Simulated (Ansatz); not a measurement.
# Si2Mo: the cost of one run

Program: Ansatz 0.2.0. Level of theory: DFT PBE, scalar-relativistic, plane waves, PAW. These are calculated values, not measurements.

1 further run of the same task is left out (set aside as unsound or not needed). Runs told in other sessions of the task aren't counted.

### Step 1. The starting structure

It takes space group I4/mmm (No. 139, tetragonal). The conventional cell has a = 3.217 Å, b = 3.217 Å, c = 7.873 Å, α = 90.00°, β = 90.00°, γ = 90.00°. Around Si (site symmetry 4mm) lie 5 Si at 2.60 to 2.64 Å and 5 Mo at 2.62 to 2.64 Å. Around Mo (site symmetry 4/mmm) lie 10 Si at 2.62 to 2.64 Å.

As a file:

```
Si Mo
1.0
    -1.60842    1.60842    3.93651
     1.60842   -1.60842    3.93651
     1.60842    1.60842   -3.93651
Si Mo
2 1
Direct
  0.33510 0.33510 0.00000
  0.66490 0.66490 0.00000
  0.00000 0.00000 0.00000
```

It is the result of an earlier relaxation at this level (volume 13.58 Å³/atom; gap on the mesh: none (metal)).

Reference energy of this cell: -6229.1255 eV (3 atoms, 18×18×18 mesh, zero smearing).

### Step 2. Next cell: Mo and Si exchanged on 5 pairs of sites drawn at random in a supercell of the crystal

In a supercell of the relaxed crystal with 24 atoms, 5 Mo and as many Si trade places (62 % of the Mo sites); all atoms are shaken by 0.02 Å.

The cell holds 16 Si, 8 Mo: a = 6.434 Å, b = 6.434 Å, c = 7.873 Å, α = 90.00°, β = 90.00°, γ = 90.00°.

### Step 3. Relaxing on a coarse mesh

Cell and atoms move without symmetry, on a coarse mesh with loose thresholds.

Input file input.yaml:

```yaml
crystal:
  lattice:
    - [-6.4336947495, 0.0, 0.0]
    - [0.0, -6.4336947495, 0.0]
    - [0.0, 0.0, 7.873019934]
  atoms:
    - { symbol: Si, position: [0.7517528154, 0.755665009, 0.8352085664] }
    - { symbol: Si, position: [0.4982691377, 0.500373311, 0.3358146947] }
    - { symbol: Si, position: [0.2521276004, 0.7503603991, 0.8327667826] }
    - { symbol: Mo, position: [0.9997304352, 0.4986827273, 0.3359541046] }
    - { symbol: Mo, position: [0.7522756054, 0.246337986, 0.8323281099] }
    - { symbol: Si, position: [0.4980676787, 0.000710754, 0.3367990956] }
    - { symbol: Si, position: [0.2499953275, 0.2454324454, 0.828442798] }
    - { symbol: Si, position: [0.0009660316, 0.0027668861, 0.3354661166] }
    - { symbol: Si, position: [0.7488344033, 0.7476684363, 0.1660676303] }
    - { symbol: Si, position: [0.5041507464, 0.5033071887, 0.6664041264] }
    - { symbol: Mo, position: [0.2470990672, 0.7484014479, 0.1642400556] }
    - { symbol: Si, position: [0.0021444142, 0.5007335806, 0.6676205692] }
    - { symbol: Si, position: [0.7538362067, 0.2520740214, 0.1652839874] }
    - { symbol: Si, position: [0.5080964803, 0.0015708985, 0.6635673869] }
    - { symbol: Mo, position: [0.2534155919, 0.2511948724, 0.1684842159] }
    - { symbol: Mo, position: [0.9996606317, 0.9969650073, 0.6649181589] }
    - { symbol: Si, position: [0.5008463784, 0.5013007422, 0.9991027808] }
    - { symbol: Mo, position: [0.2528988236, 0.2474081963, 0.4984814459] }
    - { symbol: Si, position: [0.0031230642, 0.4977332363, 0.9929353107] }
    - { symbol: Si, position: [0.7530280423, 0.2488632314, 0.5051573432] }
    - { symbol: Si, position: [0.4995745379, 0.0014918253, 0.9986543141] }
    - { symbol: Mo, position: [0.2424336358, 0.7499805729, 0.5037583947] }
    - { symbol: Mo, position: [0.9960337872, 0.0005895482, 0.9954686132] }
    - { symbol: Si, position: [0.7493282178, 0.7499772159, 0.5041713614] }
  symmetry: { detect: false }
basis:
  ecutwfc: 420
kpoints:
  mp_grid: { grid: [2, 2, 2], shift: [0.5, 0.5, 0.5] }
hamiltonian:
  xc: pbe
scf:
  occupations: { method: gaussian, width: 0.1 }
  lower_state_search: "off"
output:
  forces: true
  stress: true
  eigenvalues: true
relax:
  adjacent_minimum: "off"
  f_tol: 0.04
  max_steps: 50
  cell: { stress_tol: 0.3 }
```

Started as:

```
> ansatz run input.yaml --threads 4 --pin off --max-ram 9216MiB --backend cpu --events-out ev --progress --plain --runs-dir out
```

**Question.** How long does this run take on 4 threads of Intel Xeon Platinum 8259CL at 2.50GHz (Skylake/Cascade Lake), shared host, and how much memory does it need?

About 86 s, with a peak of 1.1 GiB.
